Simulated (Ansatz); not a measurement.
## NiGe: energy from the work of forces and stress

```
Ni Ge
1.0
     5.38100    0.00000    0.00000
     0.00000    3.42800    0.00000
     0.00000    0.00000    5.81100
Ni Ge
4 4
Direct
  0.99500 0.75000 0.19000
  0.00500 0.25000 0.81000
  0.50500 0.25000 0.69000
  0.49500 0.75000 0.31000
  0.81200 0.75000 0.58300
  0.18800 0.25000 0.41700
  0.68800 0.25000 0.08300
  0.31200 0.75000 0.91700
```

Method: DFT PBE, scalar-relativistic, plane waves, PAW (Ansatz 0.2.0).

Cutoff 420 eV; k points 8×10×6 on the computed 8-atom cell (Γ-centred); Gaussian smearing, width 0.10 eV; no spin polarisation.

At the start the stress (GPa, compression positive, xx yy zz yz xz xy) is 3.67 3.30 3.85 0.00 0.00 0.00 and the forces (eV/Å) are Ni1 (-0.08, 0.00, -0.04); Ni2 (0.08, 0.00, 0.04); Ni3 (0.08, 0.00, -0.04); Ni4 (-0.08, 0.00, 0.04); Ge5 (-0.04, 0.00, 0.14); Ge6 (0.04, 0.00, -0.14); Ge7 (0.04, 0.00, 0.14); Ge8 (-0.04, 0.00, -0.14). Each variant moves atoms by u and then strains the cell by ε, so an atom ends at (r + u)(1 + ε); shears are tensor components, each standing twice in ε. The starting volume is 107.19 Å³.

Variant 1: strain (xx yy zz yz xz xy, %) -1.42 -2.29 -0.36 0.00 0.00 0.00, moves (Å) Ni1 (0.015, 0.000, -0.087); Ni2 (-0.015, 0.000, 0.087); Ni3 (-0.015, 0.000, -0.087); Ni4 (0.015, 0.000, 0.087); Ge5 (-0.080, 0.000, -0.076); Ge6 (0.080, 0.000, 0.076); Ge7 (0.080, 0.000, -0.076); Ge8 (-0.080, 0.000, 0.076). There the stress is 22.29 8.71 15.46 0.00 0.00 0.00 GPa and the forces (eV/Å) are Ni1 (-0.86, 0.00, 2.09); Ni2 (0.86, 0.00, -2.09); Ni3 (0.86, 0.00, 2.09); Ni4 (-0.86, 0.00, -2.09); Ge5 (2.10, 0.00, 1.43); Ge6 (-2.10, 0.00, -1.43); Ge7 (-2.10, 0.00, 1.43); Ge8 (2.10, 0.00, -1.43).

Variant 2: strain (xx yy zz yz xz xy, %) 0.60 2.23 2.38 0.00 2.00 0.00, moves (Å) Ni1 (0.013, 0.000, 0.086); Ni2 (-0.013, 0.000, -0.086); Ni3 (0.009, 0.000, 0.274); Ni4 (-0.009, 0.000, -0.274); Ge5 (0.004, 0.000, -0.005); Ge6 (-0.004, 0.000, 0.005); Ge7 (-0.079, 0.000, 0.035); Ge8 (0.079, 0.000, -0.035). There the stress is -2.68 5.57 4.10 0.00 -3.52 0.00 GPa and the forces (eV/Å) are Ni1 (-0.18, 0.00, -0.65); Ni2 (0.18, 0.00, 0.65); Ni3 (0.44, 0.00, -2.49); Ni4 (-0.44, 0.00, 2.49); Ge5 (-0.61, 0.00, 0.08); Ge6 (0.61, 0.00, -0.08); Ge7 (2.05, 0.00, -0.26); Ge8 (-2.05, 0.00, 0.26).

Variant 3: strain (xx yy zz yz xz xy, %) 3.58 4.92 1.25 0.00 0.00 0.00, moves (Å) Ni1 (-0.134, 0.000, 0.159); Ni2 (0.134, 0.000, -0.159); Ni3 (0.134, 0.000, 0.159); Ni4 (-0.134, 0.000, -0.159); Ge5 (0.023, 0.000, 0.036); Ge6 (-0.023, 0.000, -0.036); Ge7 (-0.023, 0.000, 0.036); Ge8 (0.023, 0.000, -0.036). There the stress is -10.06 -5.51 -0.80 0.00 0.00 0.00 GPa and the forces (eV/Å) are Ni1 (0.56, 0.00, -1.01); Ni2 (-0.56, 0.00, 1.01); Ni3 (-0.56, 0.00, -1.01); Ni4 (0.56, 0.00, 1.01); Ge5 (-0.68, 0.00, 0.22); Ge6 (0.68, 0.00, -0.22); Ge7 (0.68, 0.00, 0.22); Ge8 (-0.68, 0.00, -0.22).

Task: Estimate each change of free energy from forces and stresses by the trapezoid rule along the path (r + tu)(1 + tε), t from 0 to 1, and compare with the computed change.

Result: The derivative of the energy along the path is −F·u(1 + tε) for the atoms and −V σ(1 + tε)⁻¹ : ε for the cell, with F, σ and V taken at t (σ positive in compression; 1 eV/Å³ = 160.2 GPa). Averaging t = 0 and t = 1 gives, in meV per atom:
| variant | work on atoms | work on cell | sum | computed |
| --- | --- | --- | --- | --- |
| 1 | 118.1 | 29.2 | 147.4 | 131.3 |
| 2 | 117.6 | -10.6 | 106.9 | 118.8 |
| 3 | 60.2 | 14.0 | 74.2 | 97.9 |

The rule is exact for a quadratic energy surface and overshoots a term ct³ by c/2, so the difference between the last two columns measures the net anharmonic part along the path (terms of opposite sign can cancel, and the finite basis adds a little): 10 to 24 % here. The largest difference belongs to a path far outside the harmonic range.